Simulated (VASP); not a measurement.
# CdS (Hawleyite) (F-43m) in VASP: further runs, part 2 of 3

VASP 6.6.1.

## 3. G0W0 quasiparticle levels, PBE

The input, POSCAR:

```
CdS
1.0
    0.0000000000      2.9165000000      2.9165000000
    2.9165000000      0.0000000000      2.9165000000
    2.9165000000      2.9165000000      0.0000000000
Cd S
1 1
Direct
    0.0000000000      0.0000000000      0.0000000000
    0.7500000000      0.7500000000      0.7500000000
```

The input, INCAR.step1:

```
SYSTEM = CdS
  PREC = Accurate
  ENCUT = 450
  EDIFF = 1E-8
  ISMEAR = 0
  SIGMA = 0.01
  LREAL = .FALSE.
  LASPH = .TRUE.
  NELM = 80
  ALGO = Normal
  LWAVE = .TRUE.
  LCHARG = .FALSE.
  GGA = PE
```

The input, INCAR.step2:

```
SYSTEM = CdS
  PREC = Accurate
  ENCUT = 450
  EDIFF = 1E-8
  ISMEAR = 0
  SIGMA = 0.01
  LREAL = .FALSE.
  LASPH = .TRUE.
  NELM = 1
  ALGO = Exact
  LWAVE = .TRUE.
  LCHARG = .FALSE.
  GGA = PE
  NBANDS = 207
  LOPTICS = .TRUE.
  ISTART = 1
```

The input, INCAR.step3:

```
SYSTEM = CdS
  PREC = Accurate
  ENCUT = 450
  EDIFF = 1E-8
  ISMEAR = 0
  SIGMA = 0.01
  LREAL = .FALSE.
  LASPH = .TRUE.
  ALGO = EVGW0
  LWAVE = .FALSE.
  LCHARG = .FALSE.
  GGA = PE
  NELMGW = 1
  NBANDS = 207
  ENCUTGW = 75
  NOMEGA = 48
  PRECFOCK = Fast
  ISTART = 1
  NBANDSGW = 17
```

The input, KPOINTS:

```
regular mesh
0
G
  3 3 3
  0 0 0
```

Potentials or basis: VASP PAW PBE potentials, release 64 (Cd_GW, S_GW).

Started as:

```
$ cat potpaw_PBE.64/Cd_GW/POTCAR potpaw_PBE.64/S_GW/POTCAR > POTCAR
$ cp INCAR.step1 INCAR
$ mpirun -np 1 vasp_std > vasp.out
$ cp INCAR.step2 INCAR
$ mpirun -np 1 vasp_std > vasp.out
$ cp INCAR.step3 INCAR
$ mpirun -np 1 vasp_std > vasp.out
```

OUTCAR:

```text
SYSTEM = CdS
   PREC = Accurate
   ENCUT = 450
   EDIFF = 1E-8
   ISMEAR = 0
   LREAL = .FALSE.
   LASPH = .TRUE.
   GGA = PE
   NELMGW = 1
   ENCUTGW = 75
   PRECFOCK = Fast
   ISTART = 1

 Found      4 irreducible k-points:

 Following reciprocal coordinates:
            Coordinates               Weight
  0.000000  0.000000  0.000000      1.000000
  0.333333  0.000000  0.000000      8.000000
  0.333333  0.333333  0.000000      6.000000
 -0.333333  0.333333  0.000000     12.000000
   k-points           NKPTS =      4   k-points in BZ     NKDIM =     27   number of bands    NBANDS=    207
   number of dos      NEDOS =    301   number of ions     NIONS =      2
   total plane-waves  NPLWV =  27000
   dimension x,y,z NGX =    30 NGY =   30 NGZ =   30
   dimension x,y,z NGXF=    60 NGYF=   60 NGZF=   60
   ions per type =               1   1
   NGX,Y,Z   is equivalent  to a cutoff of  12.09, 12.09, 12.09 a.u.
   NGXF,Y,Z  is equivalent  to a cutoff of  24.18, 24.18, 24.18 a.u.
 SYSTEM =  CdS
   PREC   = accura    normal or accurate (medium, high low for compatibility)
   ISTART =      1    job   : 0-new  1-cont  2-samecut
   ICHARG =      0    charge: 1-file 2-atom 10-const
   ISPIN  =      1    spin polarized calculation?
   LNONCOLLINEAR =      F non collinear calculations
   LSORBIT =      F    spin-orbit coupling
   LASPH  =      T    aspherical Exc in radial PAW
   ENCUT  =  450.0 eV  33.07 Ry    5.75 a.u.   7.13  7.13  7.13*2*pi/ulx,y,z
   NELM   =     60;   NELMIN=  2; NELMDL=  0     # of ELM steps
   EDIFF  = 0.1E-07   stopping-criterion for ELM
   LREAL  =      F    real-space projection
   EDIFFG = 0.1E-06   stopping-criterion for IOM
   NSW    =      0    number of steps for IOM
   IBRION =     -1    ionic relax: 0-MD 1-quasi-New 2-CG
   NFREE  =      0    steps in history (QN), initial steepest desc. (CG)
   ISIF   =      0    stress and relaxation
   ISYM   =      3    0-nonsym 1-usesym 2-fastsym
   POTIM  = 0.5000    time-step for ionic-motion
   TEBEG  =    0.0;   TEEND  =   0.0 temperature during run
   PSTRESS=    0.0 pullay stress
   NELECT =      18.0000    total number of electrons
   NUPDOWN=      -1.0000    fix difference up-down
   EMIN   =  10.00;   EMAX   =-10.00  energy-range for DOS
   EFERMI =   0.00;   METHOD = LEGACY
   ISMEAR =     0;   SIGMA  =   0.01  broadening in eV -4-tet -1-fermi 0-gaus
   EFERMI_NEDOS =   21; number of points for ismear=-14 and -15
   IALGO  =     38    algorithm
   IMIX   =      4    mixing-type and parameters
     AMIX     =   0.40;   BMIX     =  1.00
     AMIX_MAG =   1.60;   BMIX_MAG =  1.00
  volume/ion in A,a.u.               =      24.81       167.41
  Fermi-wavevector in a.u.,A,eV,Ry     =   1.167599  2.206442 18.548649  1.363287
  Thomas-Fermi vector in A             =   2.304097
   LORBIT       =      0    0 simple, 1 ext, 2 COOP (PROOUT), +10 PAW based schemes
   GGA     = PE    functional components
   LHFCALC =     T    Hartree Fock is set to
   PRECFOCK=fast      Normal, Fast or Accurate (Low or Medium for compatibility)
   ENCUT4O =  -1.0   cutoff for four orbital integrals eV
   NKREDX  =     1    reduce k-point grid by
   NKREDY  =     1    reduce k-point grid by
   NKREDZ  =     1    reduce k-point grid by
   AEXX    =    1.0000 exact exchange contribution
   HFSCREEN=    0.0000 screening length (either q_TF or 0.3 A-1)
   HFSCREENC=   0.0000 screening length for correlation (either q_TF or 0.3 A-1)
   ENCUTFOCK=  -1.0 apply spherical cutoff to Coloumb kernel
   IVDW    =     0    specifies the selected vdW correction
   LEPSILON=     F    determine dielectric tensor
   LRPA    =     F    only Hartree local field effects (RPA)
   LRPAFORCE           =     F    calculate RPA forces
   ENCUTGW             =  75.0    cutoff for response function in eV
   ENCUTGWSOFT         =  60.0    soft cutoff for Coulomb kernel in GW response function in eV
   ENCUTLF             =  -1.0    cutoff for local field effects
   NELMGW              =     1    number of iterations in solving QP/BSE equation
   NELMHF              =     1    number of iterations in the inner HF iteration
   NKREDLFX            =     1    NKREDLFY  =   1   NKREDLFZ  =   1
 non-spin polarized calculation
 Gauss-broadening in eV      SIGMA  =   0.01
  energy-cutoff  :      450.00
  volume of cell :       49.62
 maximum number of plane-waves:      1089
 NGX is ok and might be reduce to    30
  NGX = 16; NGY = 16; NGZ = 16
   NGX = 15   NGY = 15   NGZ = 15
 maximum number of plane-waves:        76
 NGX is ok and might be reduce to    14

 QP shifts <psi_nk| G(iteration)W_0 |psi_nk>: iteration 1
 for sc-GW calculations column KS-energies equals QP-energies in previous step
 and V_xc(KS)=  KS-energies - (<T + V_ion + V_H > + <T+V_H+V_ion>^1  + <V_x>^1)

 k-point   1 :       0.0000    0.0000    0.0000
  band No.  KS-energies  QP-energies   sigma(KS)   V_xc(KS)     V^pw_x(r,r')   Z            occupation Imag(sigma)

      1      -9.6269      -9.8366     -13.3224     -12.9919     -20.9027       0.6345       2.0000       1.1756
      2      -5.0684      -6.7075     -17.5391     -15.1709     -22.9360       0.6921       2.0000       0.3701
      3      -5.0684      -6.7075     -17.5391     -15.1709     -22.9360       0.6921       2.0000       0.3701
      4      -5.0684      -6.7075     -17.5391     -15.1709     -22.9360       0.6921       2.0000       0.3701
      5      -4.5976      -6.3492     -17.9954     -15.4962     -23.2435       0.7008       2.0000       0.3254
      6      -4.5976      -6.3492     -17.9954     -15.4962     -23.2435       0.7008       2.0000       0.3254
[... 9 lines left out ...]
     16      14.1407      14.0425      -8.0221      -7.8901      -2.3983       0.7435       0.0000      -0.3447
     17      15.9596      15.7517      -7.4936      -7.2158      -2.1079       0.7486       0.0000      -0.4467

 k-point   2 :       0.3333    0.0000    0.0000
  band No.  KS-energies  QP-energies   sigma(KS)   V_xc(KS)     V^pw_x(r,r')   Z            occupation Imag(sigma)

      1      -9.3038      -9.5373     -13.7891     -13.4191     -21.2667       0.6310       2.0000       1.0906
      2      -4.9703      -6.6303     -17.6327     -15.2474     -23.0090       0.6959       2.0000       0.3672
      3      -4.9703      -6.6303     -17.6327     -15.2474     -23.0090       0.6959       2.0000       0.3672
      4      -4.5971      -6.1976     -17.3402     -15.0455     -22.6116       0.6975       2.0000       0.3729
      5      -4.5807      -6.3350     -18.0151     -15.5178     -23.2754       0.7025       2.0000       0.3273
      6      -4.5807      -6.3350     -18.0151     -15.5178     -23.2754       0.7025       2.0000       0.3273
[... 9 lines left out ...]
     16      13.7010      14.0235      -9.5745     -10.0127      -4.4381       0.7361       0.0000      -0.2359
     17      18.3220      18.7059      -9.7729     -10.2802      -3.6687       0.7566       0.0000      -0.7169

 k-point   3 :       0.3333    0.3333    0.0000
  band No.  KS-energies  QP-energies   sigma(KS)   V_xc(KS)     V^pw_x(r,r')   Z            occupation Imag(sigma)

      1      -9.2013      -9.4481     -13.9503     -13.5609     -21.3927       0.6339       2.0000       1.0636
      2      -4.8462      -6.4980     -17.2820     -14.9175     -22.5267       0.6986       2.0000       0.3583
      3      -4.8208      -6.5044     -17.8208     -15.4114     -23.1891       0.6987       2.0000       0.3646
      4      -4.8208      -6.5044     -17.8208     -15.4114     -23.1891       0.6987       2.0000       0.3646
      5      -4.5327      -6.2954     -18.0692     -15.5674     -23.3312       0.7046       2.0000       0.3251
      6      -4.4825      -6.1264     -17.5622     -15.2174     -22.8132       0.7011       2.0000       0.3526
[... 9 lines left out ...]
     16      18.0285      18.0270      -8.1669      -8.1650      -2.5435       0.7568       0.0000      -0.5676
     17      18.1520      18.6241     -10.3687     -11.0075      -4.2656       0.7391       0.0000      -0.6818

 k-point   4 :      -0.3333    0.3333    0.0000
  band No.  KS-energies  QP-energies   sigma(KS)   V_xc(KS)     V^pw_x(r,r')   Z            occupation Imag(sigma)

      1      -9.0987      -9.3639     -14.1430     -13.7258     -21.5520       0.6357       2.0000       1.0364
      2      -4.8899      -6.5686     -17.6074     -15.2036     -22.9342       0.6983       2.0000       0.3630
      3      -4.8169      -6.5002     -17.8235     -15.4167     -23.1912       0.6994       2.0000       0.3635
      4      -4.6468      -6.3950     -17.9107     -15.4189     -23.1757       0.7016       2.0000       0.3347
      5      -4.5750      -6.3323     -18.0060     -15.5085     -23.2673       0.7036       2.0000       0.3274
      6      -4.0334      -5.6212     -17.8608     -15.5957     -23.1416       0.7010       2.0000       0.3542
[... 9 lines left out ...]
     16      17.1131      17.4545      -9.6981     -10.1620      -3.8311       0.7360       0.0000      -0.5258
     17      17.7266      18.2171     -10.3593     -11.0242      -4.1776       0.7375       0.0000      -0.6794
```

Run time: 36 s. Hardware: 1 thread of Intel Xeon 6975P-C (Granite Rapids), shared host; peak memory 0.35 GiB.

These settings aren't checked as converged: the numbers below hold their error.

Results:

```yaml
Band_gap_on_the_k_mesh_mean-field_level: 1.10 eV, direct
Quasiparticle_gap: 1.71 eV
Least_direct_quasiparticle_gap: 1.71 eV
```

Caveat: the k mesh is coarse (spacing up to 0.62 Å⁻¹), so the values aren't converged; bands, screening cutoff and mesh are small and nothing is extrapolated, so the quasiparticle values aren't converged.

## 4. G0W0 quasiparticle levels, PBE

POSCAR is that of step 3.

INCAR.step1 is that of step 3.

Edit INCAR.step2 of step 3 so:

```diff
@@ -13,3 +13,3 @@
   GGA = PE
-  NBANDS = 207
+  NBANDS = 306
   LOPTICS = .TRUE.
```

Edit INCAR.step3 of step 3 so:

```diff
@@ -13,3 +13,3 @@
   NELMGW = 1
-  NBANDS = 207
+  NBANDS = 306
   ENCUTGW = 75
```

KPOINTS is that of step 3.

Potentials or basis: VASP PAW PBE potentials, release 64 (Cd_GW, S_GW).

Started as:

```
$ cat potpaw_PBE.64/Cd_GW/POTCAR potpaw_PBE.64/S_GW/POTCAR > POTCAR
$ cp INCAR.step1 INCAR
$ mpirun -np 1 vasp_std > vasp.out
$ cp INCAR.step2 INCAR
$ mpirun -np 1 vasp_std > vasp.out
$ cp INCAR.step3 INCAR
$ mpirun -np 1 vasp_std > vasp.out
```

OUTCAR:

```text
SYSTEM = CdS
   PREC = Accurate
   ENCUT = 450
   EDIFF = 1E-8
   ISMEAR = 0
   LREAL = .FALSE.
   LASPH = .TRUE.
   GGA = PE
   NELMGW = 1
   ENCUTGW = 75
   PRECFOCK = Fast
   ISTART = 1

 Found      4 irreducible k-points:

 Following reciprocal coordinates:
            Coordinates               Weight
  0.000000  0.000000  0.000000      1.000000
  0.333333  0.000000  0.000000      8.000000
  0.333333  0.333333  0.000000      6.000000
 -0.333333  0.333333  0.000000     12.000000
   k-points           NKPTS =      4   k-points in BZ     NKDIM =     27   number of bands    NBANDS=    306
   number of dos      NEDOS =    301   number of ions     NIONS =      2
   total plane-waves  NPLWV =  27000
   dimension x,y,z NGX =    30 NGY =   30 NGZ =   30
   dimension x,y,z NGXF=    60 NGYF=   60 NGZF=   60
   ions per type =               1   1
   NGX,Y,Z   is equivalent  to a cutoff of  12.09, 12.09, 12.09 a.u.
   NGXF,Y,Z  is equivalent  to a cutoff of  24.18, 24.18, 24.18 a.u.
 SYSTEM =  CdS
   PREC   = accura    normal or accurate (medium, high low for compatibility)
   ISTART =      1    job   : 0-new  1-cont  2-samecut
   ICHARG =      0    charge: 1-file 2-atom 10-const
   ISPIN  =      1    spin polarized calculation?
[... 32 lines left out ...]
   PRECFOCK=fast      Normal, Fast or Accurate (Low or Medium for compatibility)
   ENCUT4O =  -1.0   cutoff for four orbital integrals eV
   NKREDX  =     1    reduce k-point grid by
   NKREDY  =     1    reduce k-point grid by
   NKREDZ  =     1    reduce k-point grid by
   AEXX    =    1.0000 exact exchange contribution
   HFSCREEN=    0.0000 screening length (either q_TF or 0.3 A-1)
   HFSCREENC=   0.0000 screening length for correlation (either q_TF or 0.3 A-1)
   ENCUTFOCK=  -1.0 apply spherical cutoff to Coloumb kernel
   IVDW    =     0    specifies the selected vdW correction
   LEPSILON=     F    determine dielectric tensor
   LRPA    =     F    only Hartree local field effects (RPA)
   LRPAFORCE           =     F    calculate RPA forces
   ENCUTGW             =  75.0    cutoff for response function in eV
   ENCUTGWSOFT         =  60.0    soft cutoff for Coulomb kernel in GW response function in eV
   ENCUTLF             =  -1.0    cutoff for local field effects
   NELMGW              =     1    number of iterations in solving QP/BSE equation
   NELMHF              =     1    number of iterations in the inner HF iteration
   NKREDLFX            =     1    NKREDLFY  =   1   NKREDLFZ  =   1
 non-spin polarized calculation
 Gauss-broadening in eV      SIGMA  =   0.01
  energy-cutoff  :      450.00
  volume of cell :       49.62
 maximum number of plane-waves:      1089
 NGX is ok and might be reduce to    30
  NGX = 16; NGY = 16; NGZ = 16
   NGX = 15   NGY = 15   NGZ = 15
 maximum number of plane-waves:        76
 NGX is ok and might be reduce to    14

 QP shifts <psi_nk| G(iteration)W_0 |psi_nk>: iteration 1
 for sc-GW calculations column KS-energies equals QP-energies in previous step
 and V_xc(KS)=  KS-energies - (<T + V_ion + V_H > + <T+V_H+V_ion>^1  + <V_x>^1)

 k-point   1 :       0.0000    0.0000    0.0000
  band No.  KS-energies  QP-energies   sigma(KS)   V_xc(KS)     V^pw_x(r,r')   Z            occupation Imag(sigma)

      1      -9.6269      -9.8420     -13.3324     -12.9919     -20.9027       0.6317       2.0000       1.1630
      2      -5.0684      -6.7304     -17.5736     -15.1709     -22.9360       0.6917       2.0000       0.3344
      3      -5.0684      -6.7304     -17.5736     -15.1709     -22.9360       0.6917       2.0000       0.3344
      4      -5.0684      -6.7304     -17.5736     -15.1709     -22.9360       0.6917       2.0000       0.3344
      5      -4.5976      -6.3792     -18.0349     -15.4962     -23.2435       0.7018       2.0000       0.2875
      6      -4.5976      -6.3792     -18.0349     -15.4962     -23.2435       0.7018       2.0000       0.2875
[... 59 lines left out ...]
      3      -4.8169      -6.5238     -17.8589     -15.4167     -23.1912       0.6989       2.0000       0.3259
      4      -4.6468      -6.4225     -17.9481     -15.4189     -23.1757       0.7021       2.0000       0.2963
      5      -4.5750      -6.3614     -18.0452     -15.5085     -23.2673       0.7042       2.0000       0.2895
      6      -4.0334      -5.6477     -17.8978     -15.5957     -23.1416       0.7012       2.0000       0.3177
[... 9 lines left out ...]
     16      17.1131      17.4371      -9.7227     -10.1620      -3.8311       0.7376       0.0000      -0.5229
     17      17.7266      18.1986     -10.3856     -11.0242      -4.1776       0.7390       0.0000      -0.6779
```

OUTCAR.step1:

```text
SYSTEM = CdS
   PREC = Accurate
   ENCUT = 450
   EDIFF = 1E-8
   ISMEAR = 0
   LREAL = .FALSE.
   LASPH = .TRUE.
[... 171 lines left out ...]
      0.00000      0.00000      0.00000         0.000000      0.000000      0.000000
      4.37475      4.37475      4.37475        -0.000000     -0.000000     -0.000000
 -----------------------------------------------------------------------------------
    total drift:                               -0.000000     -0.000000     -0.000000

  FREE ENERGIE OF THE ION-ELECTRON SYSTEM (eV)
  ---------------------------------------------------
  free  energy   TOTEN  =        -6.0051047980 eV

  energy  without entropy=       -6.0051047980  energy(sigma->0) =       -6.00510480
```

OUTCAR.step2:

```text
SYSTEM = CdS
   PREC = Accurate
   ENCUT = 450
   EDIFF = 1E-8
[... 539 lines left out ...]
  --------------------------------------------------------------------------------------------------------------
     0.00000    17.95347    17.95347    17.95347    -0.00000    -0.00000    -0.00000
     2.33560     6.96511     6.96511     6.96511    -0.00000     0.00000    -0.00000
     4.67121     6.34617     6.34617     6.34617     0.00000    -0.00000     0.00000
     7.00681     0.14929     0.14929     0.14929    -0.00000     0.00000     0.00000
     9.34241    -0.61615    -0.61615    -0.61615    -0.00000     0.00000     0.00000
    11.67801    -1.39852    -1.39852    -1.39852     0.00000     0.00000     0.00000
[... 92 lines left out ...]
   228.88907     0.98721     0.98721     0.98721     0.00000     0.00000     0.00000
   231.22467     0.98748     0.98748     0.98748     0.00000     0.00000     0.00000
```

Run time: 46 s. Hardware: 1 thread of Intel Xeon 6975P-C (Granite Rapids), shared host; peak memory 0.35 GiB.

These settings aren't checked as converged: the numbers below hold their error.

What came out:

```yaml
Band_gap_on_the_k_mesh_mean-field_level: 1.10 eV, direct
Quasiparticle_gap: 1.71 eV
Least_direct_quasiparticle_gap: 1.71 eV
```

Caveat: the k mesh is coarse (spacing up to 0.62 Å⁻¹), so the values aren't converged; bands, screening cutoff and mesh are small and nothing is extrapolated, so the quasiparticle values aren't converged.

[end of part 2 of 3]
